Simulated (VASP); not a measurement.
Set up this calculation in VASP 6.6.1, as the native input.

| Quantity | Value |
| --- | --- |
| Task | relaxation of cell and atoms |
| Functional | PBE |
| Potentials or basis | VASP PAW PBE potentials, release 64 (Al, P) |
| Cutoff | 600 eV |
| k mesh | 8 × 8 × 8 |
| Occupations | gaussian, width 0.02 eV |
| Spin | no spin polarisation |
| Dipole correction | no |
| Further INCAR settings | ALGO = Fast; EDIFF = 1e-06; IBRION = 2; EDIFFG = -0.005; NSW = 100; ISIF = 3 |

The structure of AlP lies in POSCAR:

```
AlP
1.0
    0.0000000000      2.7255000000      2.7255000000
    2.7255000000      0.0000000000      2.7255000000
    2.7255000000      2.7255000000      0.0000000000
Al P
1 1
Direct
    0.0000000000      0.0000000000      0.0000000000
    0.2500000000      0.2500000000      0.2500000000
```

The input as run:

INCAR

```
PREC = Accurate
ENCUT = 600
EDIFF = 1E-6
ISMEAR = 0
SIGMA = 0.02
LREAL = F
LASPH = T
NELM = 80
ALGO = Fast
ISIF = 3
LWAVE = F
LCHARG = F
GGA = PE
IBRION = 2
NSW = 100
EDIFFG = -0.005
```

KPOINTS

```
Automatic mesh
0
Gamma
  8 8 8
```

Potentials or basis: VASP PAW PBE potentials, release 64 (Al, P).

The run is started by

```console
$ cat potpaw_PBE.64/Al/POTCAR potpaw_PBE.64/P/POTCAR > POTCAR
$ mpirun -np 1 vasp_std > vasp.out
```

Results of the run:

The relaxed volume is 20.86 Å³/atom, the relaxed cell is a = 3.893 Å, b = 3.893 Å, c = 3.893 Å, α = 60.00°, β = 60.00°, γ = 60.00° and the space group after relaxing (to 0.05 Å) is F-43m (No. 216). The energy gained by relaxing is 5.0 meV/atom and the ionic steps are 3. The pressure after relaxing is 0.0 GPa and the band gap on the k mesh is 1.63 eV, indirect (least direct gap 3.09 eV).

Run time: 16 s on 1 thread of AMD EPYC 9R45 96-Core Processor (Zen 5), on a shared host, peak memory 0.15 GiB.
